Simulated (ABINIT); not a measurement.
Runs of ABINIT 10.8.3 (patched build) on SiC (Moissanite). Symmetry: P6_3mc, No. 186, hexagonal system. Conventional cell: a = 3.076 Å, b = 3.076 Å, c = 5.048 Å, α = 90.00°, β = 90.00°, γ = 120.00°. Si (site symmetry 3m) is surrounded by 4 C at 1.87 to 1.94 Å. C (site symmetry 3m) has 4 Si at 1.87 to 1.94 Å as nearest neighbours. 

```csv
task,level,potentials or basis,k mesh,cutoff (eV),fine-grid cutoff,mesh quality,gap on the mesh (eV),pressure (GPa),V0 of scaled cells (Å³/atom),B0 (GPa),largest force (eV/Å)
single point,PBEsol,JTH PAW PBE v2.0,4 × 4 × 2,544,1088.46 eV,coarse,2.45,(b),-,-,0.67
band structure,LDA,PseudoDojo NC SR LDA v0.4 stringent,10 × 10 × 5,1116,-,not flagged,(c),-4.5,-,-,0.73
equation of state,LDA,JTH PAW LDA v2.0,10 × 10 × 5,544,1088.46 eV,not flagged,-,-,10.15,230,-
band structure,LDA-Teter,JTH PAW LDA v2.0,10 × 10 × 5,544,1088.46 eV,not flagged,2.37,-4.1,-,-,0.73
single point,PBEsol,JTH PAW PBE v2.0,6 × 6 × 3,544,1088.46 eV,not flagged,2.17,-0.2,-,-,0.74
equation of state,LDA-VWN,JTH PAW LDA v2.0,10 × 10 × 5,544,1088.46 eV,not flagged,-,-,(a),230,-
equation of state,LDA,JTH PAW LDA v2.0,10 × 10 × 5,408,816.342 eV,not flagged,-,-,10.15,229,-
band structure,LDA-VWN,JTH PAW LDA v2.0,10 × 10 × 5,544,1088.46 eV,not flagged,2.37,-4.4,-,-,0.73
```

Alike in all rows: no spin polarisation; cell as given; smearing fermi-dirac 0.05 eV.

Question: Estimate the missing entries.

Answer: (a) 10.14; (b) 0.1; (c) 2.38.

Caveats: some runs use coarse meshes; the mesh misses the band edges, which the band path finds closer together (some runs); pressures at fixed basis lie under the slope of the energies (some runs); the cell was scaled at fixed shape and fractional positions, which overstates the stiffness of a crystal with free parameters, most of all of layers and chains (some runs); the PAW data sets were made with another functional, which shifts forces and pressure a little (some runs); an odd mesh through Γ misses points on the zone boundary, where band edges often lie (some runs).

Runs at the PBE level aren't shown here.
